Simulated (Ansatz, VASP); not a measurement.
## BiTe: VASP beside Ansatz

The input INCAR:

```
SYSTEM = BiTe
  ALGO = Normal
  EDIFF = 1E-6
  EDIFFG = -0.005
  ENCUT = 600
  GGA = PE
  IBRION = 2
  ISIF = 3
  ISMEAR = 0
  LASPH = .True.
  LCHARG = .False.
  LREAL = .False.
  LWAVE = .False.
  NELM = 100
  NSW = 100
  PREC = Accurate
  SIGMA = 0.1
```

The input KPOINTS:

```
k-points
0
Gamma
  12 12 12
  0 0 0
```

POSCAR

```
BiTe
1.0
    0.0000000000      3.2350000000      3.2350000000
    3.2350000000      0.0000000000      3.2350000000
    3.2350000000      3.2350000000      0.0000000000
Bi Te
1 1
Direct
    0.0000000000      0.0000000000      0.0000000000
    0.5000000000      0.5000000000      0.5000000000
```

Input for Ansatz:

```yaml
crystal:
  lattice:
    - [0.0, 3.235, 3.235]
    - [3.235, 0.0, 3.235]
    - [3.235, 3.235, 0.0]
  atoms:
    - { symbol: Bi, position: [0.0, 0.0, 0.0] }
    - { symbol: Te, position: [0.5, 0.5, 0.5] }
basis:
  ecutwfc: 420
kpoints:
  mp_grid: { grid: [12, 12, 12] }
hamiltonian:
  xc: pbe
scf:
  occupations: { method: gaussian, width: 0.1 }
output:
  forces: true
  stress: true
  eigenvalues: true
  write_density: true
  write_potential: true
  elf: true
  volumetric_format: npy
relax:
  adjacent_minimum: "off"
  f_tol: 0.005
  max_steps: 80
  cell: { stress_tol: 0.05 }
```

Alike in both runs: task relaxation of cell and atoms; functional PBE; k mesh 12 × 12 × 12; occupations gaussian, width 0.1 eV; no spin polarisation.

|  | VASP | Ansatz |
| --- | --- | --- |
| version | VASP 6.6.1 | Ansatz 0.2.0 |
| potentials or method | VASP PAW PBE potentials, release 64 (Bi_d, Te) | scalar-relativistic, plane waves, PAW |
| plane-wave cutoff (eV) | 600 | 420 |
| valence electrons in the cell | 21 | 31 |

```csv
,VASP,Ansatz,Ansatz less VASP
"gap on the k mesh at the Fermi level, each at its own relaxed structure (eV)",none,none,-
relaxed volume (Å³/atom),34.34,34.37,+0.024
relaxed cell length with the largest relative difference (Å),4.597,4.598,+0.0011
energy change over the relaxation (meV/atom),-1,-1,-0.1
```

A gap of «none» marks a metal or a gap that the smearing closes. The two sets of potentials don't hold the same shells in valence.

Caveats: spin-orbit coupling is left out, which moves the levels of the heavy elements. PBE usually gives volumes a little too large and moduli too small. Zero-point motion and thermal expansion aren't in these numbers.
